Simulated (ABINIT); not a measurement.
Runs of ABINIT 10.8.3 (patched build) on W. The structure is cubic, space group Im-3m (No. 229). The conventional cell has a = 3.165 Å, b = 3.165 Å, c = 3.165 Å, α = 90.00°, β = 90.00°, γ = 90.00°. W (site symmetry m-3m) is surrounded by 8 W at 2.74 Å. 

```tsv
task	level	spin	k mesh	cutoff (eV)	dispersion computed by	fine-grid cutoff	mesh quality	gap on the mesh (eV)	pressure (GPa)
band structure	HCTH407	SOC, no magnetisation	12 × 12 × 12	435	-	870.764 eV	not flagged	none	(c)
band structure	AM05	off	12 × 12 × 12	435	-	870.764 eV	not flagged	none	-4.9
single point	PBE	off	7 × 7 × 7	435	-	870.764 eV	coarse	none	6.2
band structure	BLYP	off	12 × 12 × 12	435	-	870.764 eV	not flagged	none	(b)
band structure	SCAN	off	12 × 12 × 12	517	-	1034.03 eV	not flagged	none	-5.2
single point	PBE	off	10 × 10 × 10	435	-	870.764 eV	not flagged	none	5.3
band structure	revPBE	SOC, no magnetisation	12 × 12 × 12	435	-	870.764 eV	not flagged	none	9.0
band structure	HCTH407	off	12 × 12 × 12	435	-	870.764 eV	not flagged	none	(a)
```

Alike in all rows: potentials or basis JTH PAW PBE v2.0; cell as given; smearing fermi-dirac 0.05 eV.

Q: Estimate the missing entries.

A: (a) -8.3; (b) 15.0; (c) -7.0.

Caveats: some runs use coarse meshes; the PAW data sets were made with another functional, which shifts forces and pressure a little (some runs); spin-orbit coupling is left out, which moves the levels of the heavy elements (some runs); so large a pressure means that the cell lies far from this level's equilibrium, or that cutoff or potentials fall short (some runs); the potentials were made for another functional, which shifts forces and pressure (some runs).

A k mesh can miss the band edges, and rows without SOC leave out spin-orbit coupling on W.

A gap of «none» marks a metal or a gap under the smearing width.
